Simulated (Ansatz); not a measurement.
The cell is built from the CdI2 type as a first guess.

WS₂: DFT, PBE, PAW with Ansatz's default frozen-core files, scalar-relativistic (Ansatz 0.2.0).

The relaxation starts from this cell:

```
CELL_PARAMETERS angstrom
3.44122 0.00000 0.00000
-1.72061 2.98019 0.00000
0.00000 0.00000 5.50596
ATOMIC_POSITIONS crystal
W 0.00000 0.00000 0.00000
S 0.33333 0.66667 0.25000
S 0.66667 0.33333 0.75000
```

Output:

```
Engine: ansatz 0.2.0
Pseudopotentials: kind: paw
Pseudopotential: W, paw, valence charge 14, recommended cutoff 420 eV (normal)
Pseudopotential: S, paw, valence charge 6, recommended cutoff 420 eV (normal)
Functional definition: PBE
  parameter kappa = 0.804
  parameter beta = 0.06672455060314922
  exchange = pbe_x(kappa = kappa, mu = beta*pi^2/3)
  correlation = pbe_c(beta = beta)
Crystal: 3 atoms, lattice volume = 56.466 Å³
Basis set: ecut = 420 eV, 1099 PW (Γ), exchange–correlation on 48×48×80 points (8 copies of the dense FFT grid, shifted against one another)
Bands: 17, of which v1, the nominal top of the filled ones, is band 13 counted from 1 (12 counted from 0)
Symmetry: 12 space group operations
Space group: P-3m1 (ITA 164), of the structure as read, at distance tolerance 3.8e-5 Å
k-points: 84 of 726
Non-local potential: W, projectors of the file, l = 0: 3, l = 1: 2, l = 2: 2, l = 3: 1
Non-local potential: S, projectors of the file, l = 0: 2, l = 1: 2, l = 2: 2
PAW form: soft (Blöchl's): semilocal exchange-correlation on the pseudo side does not see the compensation charge
PAW one-centre angular grid: W, 590 points (default); XC on 64 Gauss nodes
PAW one-centre angular grid: S, 110 points (default); XC on 64 Gauss nodes
Initial density: superposition of atomic densities (neutral atoms: chi_scale 0, normalization atom), corrected by the library's trained network
Initial wavefunctions: pseudopotential atomic-orbital guess
Functional: x = pbe(κ = 0.804, μ = 0.2195149727645171), c = pbe(β = 0.06672455060314922)
SCF iter   1: F=—  HF=-12190.191095 eV  |F-HF|=—  |Δ(HF+E_count)|=         —  Δρ=6.81e-3  dr2=1.46e-2  ethr=1.77e-3  ⟨swp⟩=5.8  Hψ=8095  notcnv=0
preconditioner: auto → LDOS  [metal: Δε(μ)=0.009 eV  Ē_g=8.305 eV  σ=0.050 eV  W_gap=0.05  n_scr=22 (ndim 8)  ℏωp=21.0 eV  f_vac=0.012  D(μ)=1.67/eV (n_scr^D=10)  β→1.0]
SCF iter   2: F=—  HF=-12190.190771 eV  |F-HF|=—  |Δ(HF+E_count)|=   3.24e-4  Δρ=3.54e-3  dr2=1.35e-2  ethr=5.63e-5  ⟨swp⟩=2.0  Hψ=3528  notcnv=0
preconditioner: auto → Kerker (q_TF=auto, 2.397 Å⁻¹)  [metal: Δε(μ)=0.016 eV  Ē_g=8.284 eV  σ=0.050 eV  W_gap=0.08  n_scr=22 (ndim 8)  ℏωp=21.0 eV  f_vac=0.009  D(μ)=1.70/eV (n_scr^D=10)  β→0.5]
SCF iter   3: F=—  HF=-12190.187704 eV  |F-HF|=—  |Δ(HF+E_count)|=   3.07e-3  Δρ=8.55e-4  dr2=3.26e-4  ethr=5.19e-5  ⟨swp⟩=2.7  Hψ=2117  notcnv=0
SCF iter   4: F=—  HF=-12190.187846 eV  |F-HF|=—  |Δ(HF+E_count)|=   1.42e-4  Δρ=3.01e-4  dr2=5.37e-5  ethr=1.25e-6  ⟨swp⟩=2.2  Hψ=1968  notcnv=0
SCF iter   5: F=—  HF=-12190.187889 eV  |F-HF|=—  |Δ(HF+E_count)|=   4.27e-5  Δρ=5.44e-5  dr2=3.49e-6  ethr=2.07e-7  ⟨swp⟩=2.0  Hψ=2068  notcnv=0
SCF iter   6: F=—  HF=-12190.187889 eV  |F-HF|=—  |Δ(HF+E_count)|=   3.82e-7  Δρ=1.53e-5  dr2=1.61e-7  ethr=1.34e-8  ⟨swp⟩=2.0  Hψ=2028  notcnv=0
SCF iter   7: F=-12190.187889 eV  HF=-12190.187889 eV  |F-HF|=1.55e-8  |Δ(HF+E_count)|=   1.72e-7  Δρ=3.41e-6  dr2=7.50e-9  ethr=3.85e-10  ⟨swp⟩=5.0  Hψ=5187  notcnv=0
SCF 1 converged in 7 iterations: F = -12190.187889 eV  dr2 = 7.50e-9
  greatest PAW one-centre occupation: 1.000 electrons in one spin orbital (limit 2), on the W atom at site 0 (counted from 0), in its partial waves of l = 0
relax step   1: F+E_penalty+E_count = -12190.18788924 eV  Δ(F+E_penalty+E_count) = +0.000e0 eV  max|allowed force component| = 9.567e-1 eV/Å  Δτ_max = 0.0000 Å  P = +0.877 GPa  Ω = 56.466 Å³  (7 SCF iters, dr2 threshold 1.00e-7 eV, accepted)
Crystal: 3 atoms, lattice volume = 53.271 Å³
Basis set: ecut = 420 eV, 1051 PW (Γ), exchange–correlation on 48×48×80 points (8 copies of the dense FFT grid, shifted against one another)
Initial density: handed on by an earlier stage of this run
Initial wavefunctions: those handed on with the density
iter 1 solved again at ethr=1.51e-4 eV; its pass at ethr=3.10e-3 eV (dr2=3.94e-2 eV) is discarded
SCF iter   1: F=—  HF=-12190.439159 eV  |F-HF|=—  |Δ(HF+E_count)|=         —  Δρ=8.45e-3  dr2=4.07e-2  ethr=1.51e-4  ⟨swp⟩=1.0  Hψ=10079  notcnv=0
preconditioner: auto → Kerker (q_TF=auto, 2.421 Å⁻¹)  [metal: Δε(μ)=0.010 eV  Ē_g=8.317 eV  σ=0.050 eV  W_gap=0.05  n_scr=10 (ndim 8)  ℏωp=21.6 eV  f_vac=0.001  D(μ)=1.42/eV (n_scr^D=4)]
SCF iter   2: F=—  HF=-12190.435883 eV  |F-HF|=—  |Δ(HF+E_count)|=   3.28e-3  Δρ=4.84e-3  dr2=1.47e-2  ethr=1.51e-4  ⟨swp⟩=1.0  Hψ=1428  notcnv=0
SCF iter   3: F=—  HF=-12190.434481 eV  |F-HF|=—  |Δ(HF+E_count)|=   1.40e-3  Δρ=8.01e-4  dr2=8.02e-4  ethr=5.64e-5  ⟨swp⟩=2.2  Hψ=1992  notcnv=0
SCF iter   4: F=—  HF=-12190.434471 eV  |F-HF|=—  |Δ(HF+E_count)|=   9.72e-6  Δρ=2.60e-4  dr2=5.13e-5  ethr=3.08e-6  ⟨swp⟩=2.1  Hψ=1953  notcnv=0
SCF iter   5: F=—  HF=-12190.434544 eV  |F-HF|=—  |Δ(HF+E_count)|=   7.24e-5  Δρ=5.48e-5  dr2=3.80e-6  ethr=1.97e-7  ⟨swp⟩=2.0  Hψ=2054  notcnv=0
SCF iter   6: F=-12190.434547 eV  HF=-12190.434547 eV  |F-HF|=1.72e-7  |Δ(HF+E_count)|=   2.62e-6  Δρ=1.41e-5  dr2=1.13e-7  ethr=1.15e-9  ⟨swp⟩=4.0  Hψ=6304  notcnv=0
SCF 2 converged in 6 iterations: F = -12190.434547 eV  dr2 = 1.13e-7
relax step   2: F+E_penalty+E_count = -12190.43454667 eV  Δ(F+E_penalty+E_count) = -2.467e-1 eV  max|allowed force component| = 6.195e-1 eV/Å  Δτ_max = 0.1234 Å  P = -2.518 GPa  Ω = 53.271 Å³  energy of the carried Pulay correction = +5.102e-4 eV  (6 SCF iters, dr2 threshold 3.00e-7 eV, accepted)
Crystal: 3 atoms, lattice volume = 54.521 Å³
Basis set: ecut = 420 eV, 1101 PW (Γ), exchange–correlation on 48×48×80 points (8 copies of the dense FFT grid, shifted against one another)
iter 1 solved again at ethr=1.27e-4 eV; its pass at ethr=3.10e-3 eV (dr2=3.29e-2 eV) is discarded
SCF iter   1: F=—  HF=-12190.515012 eV  |F-HF|=—  |Δ(HF+E_count)|=         —  Δρ=6.83e-3  dr2=3.33e-2  ethr=1.27e-4  ⟨swp⟩=1.2  Hψ=9561  notcnv=0
preconditioner: auto → LDOS  [metal: Δε(μ)=0.004 eV  Ē_g=8.436 eV  σ=0.050 eV  W_gap=0.02  n_scr=10 (ndim 8)  ℏωp=21.3 eV  f_vac=0.015  D(μ)=1.48/eV (n_scr^D=4)  β→1.0]
SCF iter   2: F=—  HF=-12190.510353 eV  |F-HF|=—  |Δ(HF+E_count)|=   4.66e-3  Δρ=1.56e-3  dr2=1.17e-3  ethr=1.27e-4  ⟨swp⟩=2.5  Hψ=2376  notcnv=0
SCF iter   3: F=—  HF=-12190.510167 eV  |F-HF|=—  |Δ(HF+E_count)|=   1.86e-4  Δρ=2.08e-4  dr2=3.78e-5  ethr=4.52e-6  ⟨swp⟩=2.4  Hψ=2165  notcnv=0
SCF iter   4: F=—  HF=-12190.510141 eV  |F-HF|=—  |Δ(HF+E_count)|=   2.58e-5  Δρ=4.23e-5  dr2=7.19e-7  ethr=1.45e-7  ⟨swp⟩=2.6  Hψ=2306  notcnv=0
SCF iter   5: F=-12190.510141 eV  HF=-12190.510141 eV  |F-HF|=7.48e-8  |Δ(HF+E_count)|=   2.11e-8  Δρ=9.39e-6  dr2=1.04e-7  ethr=1.15e-9  ⟨swp⟩=5.0  Hψ=5544  notcnv=0
SCF 3 converged in 5 iterations: F = -12190.510141 eV  dr2 = 1.04e-7
relax step   3: F+E_penalty+E_count = -12190.51014127 eV  Δ(F+E_penalty+E_count) = -7.559e-2 eV  max|allowed force component| = 3.335e-2 eV/Å  Δτ_max = 0.0794 Å  P = +1.263 GPa  Ω = 54.521 Å³  energy of the carried Pulay correction = +3.071e-4 eV  (5 SCF iters, dr2 threshold 3.00e-7 eV, accepted)
[...]
Crystal: 3 atoms, lattice volume = 61.484 Å³
Basis set: ecut = 420 eV, 1199 PW (Γ), exchange–correlation on 48×48×90 points (8 copies of the dense FFT grid, shifted against one another)
iter 1 solved again at ethr=2.80e-5 eV; its pass at ethr=3.10e-3 eV (dr2=7.28e-3 eV) is discarded
SCF iter   1: F=—  HF=-12190.560118 eV  |F-HF|=—  |Δ(HF+E_count)|=         —  Δρ=3.61e-3  dr2=7.46e-3  ethr=2.80e-5  ⟨swp⟩=2.1  Hψ=9493  notcnv=0
preconditioner: auto → LDOS  [metal: Δε(μ)=0.054 eV  Ē_g=8.405 eV  σ=0.050 eV  W_gap=0.26  n_scr=10 (ndim 8)  ℏωp=20.1 eV  f_vac=0.123  D(μ)=1.52/eV (n_scr^D=4)  β→1.0]
SCF iter   2: F=—  HF=-12190.559222 eV  |F-HF|=—  |Δ(HF+E_count)|=   8.95e-4  Δρ=1.11e-3  dr2=1.10e-3  ethr=2.80e-5  ⟨swp⟩=2.0  Hψ=2299  notcnv=0
SCF iter   3: F=—  HF=-12190.559031 eV  |F-HF|=—  |Δ(HF+E_count)|=   1.92e-4  Δρ=4.56e-4  dr2=3.14e-4  ethr=4.25e-6  ⟨swp⟩=2.0  Hψ=2199  notcnv=0
SCF iter   4: F=—  HF=-12190.558946 eV  |F-HF|=—  |Δ(HF+E_count)|=   8.43e-5  Δρ=1.08e-4  dr2=1.39e-5  ethr=1.21e-6  ⟨swp⟩=2.0  Hψ=1978  notcnv=0
SCF iter   5: F=—  HF=-12190.558954 eV  |F-HF|=—  |Δ(HF+E_count)|=   7.83e-6  Δρ=1.76e-5  dr2=2.74e-7  ethr=5.33e-8  ⟨swp⟩=2.0  Hψ=2081  notcnv=0
SCF iter   6: F=-12190.558954 eV  HF=-12190.558954 eV  |F-HF|=2.11e-10  |Δ(HF+E_count)|=   3.14e-8  Δρ=1.93e-6  dr2=1.59e-9  ethr=1.03e-9  ⟨swp⟩=5.0  Hψ=5455  notcnv=0
SCF 10 converged in 6 iterations: F = -12190.558954 eV  dr2 = 1.59e-9
relax step  10: F+E_penalty+E_count = -12190.55895417 eV  Δ(F+E_penalty+E_count) = -2.356e-3 eV  max|allowed force component| = 2.917e-2 eV/Å  Δτ_max = 0.0388 Å  P = +0.251 GPa  Ω = 61.484 Å³  energy of the carried Pulay correction = -4.721e-4 eV  (6 SCF iters, dr2 threshold 2.69e-7 eV, accepted)
Crystal: 3 atoms, lattice volume = 62.115 Å³
Basis set: ecut = 420 eV, 1223 PW (Γ), exchange–correlation on 48×48×90 points (8 copies of the dense FFT grid, shifted against one another)
iter 1 solved again at ethr=1.98e-6 eV; its pass at ethr=3.10e-3 eV (dr2=5.14e-4 eV) is discarded
SCF iter   1: F=—  HF=-12190.559225 eV  |F-HF|=—  |Δ(HF+E_count)|=         —  Δρ=9.18e-4  dr2=4.93e-4  ethr=1.98e-6  ⟨swp⟩=2.9  Hψ=9307  notcnv=0
preconditioner: auto → LDOS  [metal: Δε(μ)=0.050 eV  Ē_g=8.396 eV  σ=0.050 eV  W_gap=0.24  n_scr=10 (ndim 8)  ℏωp=20.0 eV  f_vac=0.127  D(μ)=1.52/eV (n_scr^D=4)  β→1.0]
SCF iter   2: F=—  HF=-12190.559180 eV  |F-HF|=—  |Δ(HF+E_count)|=   4.47e-5  Δρ=4.16e-4  dr2=2.43e-4  ethr=1.90e-6  ⟨swp⟩=2.0  Hψ=2202  notcnv=0
SCF iter   3: F=—  HF=-12190.559133 eV  |F-HF|=—  |Δ(HF+E_count)|=   4.75e-5  Δρ=9.88e-5  dr2=1.28e-5  ethr=9.33e-7  ⟨swp⟩=2.0  Hψ=2059  notcnv=0
SCF iter   4: F=—  HF=-12190.559130 eV  |F-HF|=—  |Δ(HF+E_count)|=   2.92e-6  Δρ=1.92e-5  dr2=3.63e-7  ethr=4.93e-8  ⟨swp⟩=2.0  Hψ=2107  notcnv=0
SCF iter   5: F=-12190.559130 eV  HF=-12190.559130 eV  |F-HF|=3.90e-9  |Δ(HF+E_count)|=   3.74e-8  Δρ=3.75e-6  dr2=1.01e-8  ethr=1.15e-9  ⟨swp⟩=5.0  Hψ=5251  notcnv=0
SCF 11 converged in 5 iterations: F = -12190.559130 eV  dr2 = 1.01e-8
relax step  11: F+E_penalty+E_count = -12190.55912983 eV  Δ(F+E_penalty+E_count) = -1.757e-4 eV  max|allowed force component| = 4.912e-2 eV/Å  Δτ_max = 0.0085 Å  P = -0.250 GPa  Ω = 62.115 Å³  energy of the carried Pulay correction = -5.967e-4 eV  (5 SCF iters, dr2 threshold 3.00e-7 eV, accepted)
Crystal: 3 atoms, lattice volume = 62.864 Å³
iter 1 solved again at ethr=4.77e-6 eV; its pass at ethr=3.10e-3 eV (dr2=1.24e-3 eV) is discarded
SCF iter   1: F=—  HF=-12190.559608 eV  |F-HF|=—  |Δ(HF+E_count)|=         —  Δρ=1.57e-3  dr2=1.43e-3  ethr=4.77e-6  ⟨swp⟩=2.0  Hψ=9884  notcnv=0
preconditioner: auto → LDOS  [metal: Δε(μ)=0.045 eV  Ē_g=8.404 eV  σ=0.050 eV  W_gap=0.21  n_scr=10 (ndim 8)  ℏωp=19.9 eV  f_vac=0.141  D(μ)=1.53/eV (n_scr^D=4)  β→1.0]
SCF iter   2: F=—  HF=-12190.559421 eV  |F-HF|=—  |Δ(HF+E_count)|=   1.86e-4  Δρ=4.54e-4  dr2=1.81e-4  ethr=4.77e-6  ⟨swp⟩=2.0  Hψ=2191  notcnv=0
SCF iter   3: F=—  HF=-12190.559381 eV  |F-HF|=—  |Δ(HF+E_count)|=   4.02e-5  Δρ=1.99e-4  dr2=5.94e-5  ethr=6.97e-7  ⟨swp⟩=2.0  Hψ=2202  notcnv=0
SCF iter   4: F=—  HF=-12190.559365 eV  |F-HF|=—  |Δ(HF+E_count)|=   1.60e-5  Δρ=5.00e-5  dr2=2.88e-6  ethr=2.28e-7  ⟨swp⟩=2.0  Hψ=1975  notcnv=0
SCF iter   5: F=-12190.559364 eV  HF=-12190.559364 eV  |F-HF|=4.95e-8  |Δ(HF+E_count)|=   8.19e-7  Δρ=8.51e-6  dr2=6.80e-8  ethr=9.71e-10  ⟨swp⟩=4.0  Hψ=6568  notcnv=0
SCF 12 converged in 5 iterations: F = -12190.559364 eV  dr2 = 6.80e-8
relax step  12: F+E_penalty+E_count = -12190.55936408 eV  Δ(F+E_penalty+E_count) = -2.342e-4 eV  max|allowed force component| = 7.129e-4 eV/Å  Δτ_max = 0.0175 Å  P = +0.021 GPa  Ω = 62.864 Å³  energy of the carried Pulay correction = -7.522e-4 eV  (5 SCF iters, dr2 threshold 2.52e-7 eV, accepted)
Crystal: 3 atoms, lattice volume = 63.137 Å³
Basis set: ecut = 420 eV, 1247 PW (Γ), exchange–correlation on 48×48×90 points (8 copies of the dense FFT grid, shifted against one another)
iter 1 solved again at ethr=5.83e-7 eV; its pass at ethr=3.10e-3 eV (dr2=1.52e-4 eV) is discarded
SCF iter   1: F=—  HF=-12190.559358 eV  |F-HF|=—  |Δ(HF+E_count)|=         —  Δρ=4.96e-4  dr2=1.35e-4  ethr=5.83e-7  ⟨swp⟩=3.0  Hψ=9198  notcnv=0
preconditioner: auto → LDOS  [metal: Δε(μ)=0.052 eV  Ē_g=8.410 eV  σ=0.050 eV  W_gap=0.25  n_scr=10 (ndim 8)  ℏωp=19.8 eV  f_vac=0.144  D(μ)=1.53/eV (n_scr^D=4)  β→1.0]
SCF iter   2: F=—  HF=-12190.559341 eV  |F-HF|=—  |Δ(HF+E_count)|=   1.72e-5  Δρ=1.67e-4  dr2=3.17e-5  ethr=5.20e-7  ⟨swp⟩=2.0  Hψ=2196  notcnv=0
SCF iter   3: F=—  HF=-12190.559325 eV  |F-HF|=—  |Δ(HF+E_count)|=   1.64e-5  Δρ=6.29e-5  dr2=6.06e-6  ethr=1.22e-7  ⟨swp⟩=2.0  Hψ=2194  notcnv=0
SCF iter   4: F=—  HF=-12190.559324 eV  |F-HF|=—  |Δ(HF+E_count)|=   9.28e-7  Δρ=1.69e-5  dr2=3.61e-7  ethr=2.33e-8  ⟨swp⟩=2.0  Hψ=1972  notcnv=0
SCF iter   5: F=—  HF=-12190.559324 eV  |F-HF|=—  |Δ(HF+E_count)|=   5.40e-7  Δρ=2.77e-6  dr2=7.28e-9  ethr=1.39e-9  ⟨swp⟩=2.0  Hψ=2054  notcnv=0
SCF iter   6: F=—  HF=-12190.559324 eV  |F-HF|=—  |Δ(HF+E_count)|=   1.24e-9  Δρ=3.34e-7  dr2=4.63e-11  ethr=2.80e-11  ⟨swp⟩=2.0  Hψ=2225  notcnv=0
SCF iter   7: F=-12190.559324 eV  HF=-12190.559324 eV  |F-HF|=7.28e-12  |Δ(HF+E_count)|=  2.55e-11  Δρ=9.87e-8  dr2=8.70e-12  ethr=1.00e-12  ⟨swp⟩=7.1  Hψ=7535  notcnv=0
SCF 13 converged in 7 iterations: F = -12190.559324 eV  dr2 = 8.70e-12
relax step  13: F+E_penalty+E_count = -12190.55932449 eV  Δ(F+E_penalty+E_count) = +3.959e-5 eV  max|allowed force component| = 3.690e-3 eV/Å  Δτ_max = 0.0054 Å  P = +0.024 GPa  Ω = 63.137 Å³  energy of the carried Pulay correction = -8.111e-4 eV  (7 SCF iters, accepted)
Basis set: ecut = 420 eV, 1247 PW (Γ), exchange–correlation on 48×48×96 points (8 copies of the dense FFT grid, shifted against one another)
iter 1 solved again at ethr=6.29e-7 eV; its pass at ethr=3.10e-3 eV (dr2=1.63e-4 eV) is discarded
SCF iter   1: F=—  HF=-12190.560000 eV  |F-HF|=—  |Δ(HF+E_count)|=         —  Δρ=1.70e-4  dr2=1.23e-6  ethr=6.29e-7  ⟨swp⟩=3.1  Hψ=12175  notcnv=0
preconditioner: auto → LDOS  [metal: Δε(μ)=0.053 eV  Ē_g=8.412 eV  σ=0.050 eV  W_gap=0.25  n_scr=10 (ndim 8)  ℏωp=19.8 eV  f_vac=0.142  D(μ)=1.53/eV (n_scr^D=4)  β→1.0]
SCF iter   2: F=—  HF=-12190.560264 eV  |F-HF|=—  |Δ(HF+E_count)|=   2.65e-4  Δρ=1.21e-5  dr2=8.28e-8  ethr=4.74e-9  ⟨swp⟩=2.2  Hψ=2567  notcnv=0
SCF iter   3: F=—  HF=-12190.560264 eV  |F-HF|=—  |Δ(HF+E_count)|=   1.73e-8  Δρ=4.72e-6  dr2=2.30e-8  ethr=3.18e-10  ⟨swp⟩=2.0  Hψ=2556  notcnv=0
SCF iter   4: F=—  HF=-12190.560264 eV  |F-HF|=—  |Δ(HF+E_count)|=   3.36e-9  Δρ=9.94e-7  dr2=6.34e-10  ethr=8.83e-11  ⟨swp⟩=2.0  Hψ=2052  notcnv=0
SCF iter   5: F=-12190.560264 eV  HF=-12190.560264 eV  |F-HF|=5.46e-12  |Δ(HF+E_count)|=  1.07e-10  Δρ=1.76e-7  dr2=1.02e-11  ethr=1.00e-12  ⟨swp⟩=6.0  Hψ=8722  notcnv=0
SCF 14 converged in 5 iterations: F = -12190.560264 eV  dr2 = 1.02e-11
relax step  14: F+E_penalty+E_count = -12190.56026428 eV  Δ(F+E_penalty+E_count) = -9.398e-4 eV  max|allowed force component| = 3.366e-3 eV/Å  Δτ_max = 0.0000 Å  P = +0.021 GPa  Ω = 63.137 Å³  stress off target by 4.84e-2 GPa  SCF on the basis re-selected at this cell (its energy is not comparable with the rows above)  (5 SCF iters)
basis re-selected at this cell: Δ(F+E_penalty+E_count) = -9.398e-4 eV, ΔP = -0.003 GPa vs the last step (what re-selecting the basis moved, of the pressure what is left beyond the Pulay correction that the steps carried, after the strain that the cell walked since its last selection, with what the two solves' SCF thresholds leave and, on support functions, any second-order correction that the steps lacked; it is no measure of the basis error at this ecutwfc). The dense FFT grid was sized anew with the basis: this SCF ran on 24×24×48 points, the steps before it on 24×24×45, so part of this shift can come from that change (see relax.cell in the input reference). This SCF's stress stands 4.84e-2 GPa from its target on what of the cell is left free (relax.cell.stress_tol is 5.00e-2 GPa) and its largest allowed force component is 3.37e-3 eV/Å (relax.f_tol is 5.00e-3 eV/Å): within both
SCF converged after 5 iterations
Free energy (F): -12190.560264 eV
Harris-Foulkes:  -12190.560264 eV  (|F-HF|=5.46e-12)
Internal energy: -12190.547511 eV  (E = F + TS)
E sigma→0 (E₀):  -12190.553888 eV
Entropy (-TS):   -0.012754 eV (-4.251 meV/atom)
Fermi energy:    9.378028 eV
--- Per-component energies (eV) ---
  E_band       = -252.783064
  E_kinetic    = 664.186525
  E_local      = -2392.521301  (includes V_loc(G=0)·N_el)
  E_nonlocal   = 57.529405
  E_hartree    = 983.269722
  E_xc         = -461.004982
  E_vxc        = -413.476763  (∫ρ·V_xc dr)
  E_paw        = -9763.074461  (= ΣΔE_a)
  E_vpaw       = -135.040391  (= ΣTr[D̂ρ^β])
  E_aug_tail   = -0.000059  (compensation charges beyond the density's cutoff)
  E_ewald      = -1278.932360
  E_smearing   = -0.012754  (= −TS)
  E_closure    = -0.000000  (closes the sum)
  Σ components = -12190.560264   (vs F -12190.560264, Δ=0.00e0)
--- Forces (eV/Å), atoms counted from 1 ---
  atom   1  W      0.00000000     0.00000000     0.00000000
  atom   2  S      0.00000000     0.00000000     0.00336640
  atom   3  S     -0.00000000    -0.00000000    -0.00336640
  max |Σ_I F_I| component: 1.39e-17 eV/Å
--- Stress (GPa, compression-positive) ---
        0.007434       0.000000       0.000000
       -0.000000       0.007434      -0.000000
        0.000000      -0.000000       0.048357
  P = ⅓ Tr σ = 0.0211 GPa (0.211 kbar)
--- Relaxed structure (12 steps of the walk, 12 accepted, 2 SCFs on fresh bases) ---
  F+E_penalty+E_count = -12190.56026428 eV   max|allowed force component| = 3.366e-3 eV/Å   (the final SCF, on the basis selected at the relaxed cell)
  cell:  # Å, volume = 63.1368 Å³
    - [3.2110037968304073, 0.0, 1.7275221088328876e-33]
    - [-1.6055018984152036, 2.7808108597034193, -7.24702732363691e-33]
    - [2.7640353741267175e-33, -1.1793217596273996e-32, 7.0708228608653485]
  atoms:
    - { symbol: W, position: [1.8947407311592617e-34, -5.1340548530652245e-34, -1.0502099692911627e-19] }
    - { symbol: S, position: [0.33333333333333326, 0.6666666666666665, 0.2230095619722379] }
    - { symbol: S, position: [0.6666666666666666, 0.33333333333333326, 0.7769904380277621] }
```
